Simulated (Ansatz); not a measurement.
Structure types of Ru were relaxed at one common pressure (all-electron LAPW in Ansatz 0.2.0 under PBE, scalar-relativistic, no spin polarisation, zero temperature). They take these volumes:

```csv
type,space group,V (Å³/atom)
bcc,Im-3m,11.60
hcp,P6_3/mmc,11.39
diamond,Fd-3m,15.17
beta tin,I4_1/amd,12.24
simple hexagonal,P6/mmm,12.02
```

At about which pressure, and is the densest type also the lowest in enthalpy?

93 GPa. The densest is hcp, and it is also the lowest in enthalpy among these.
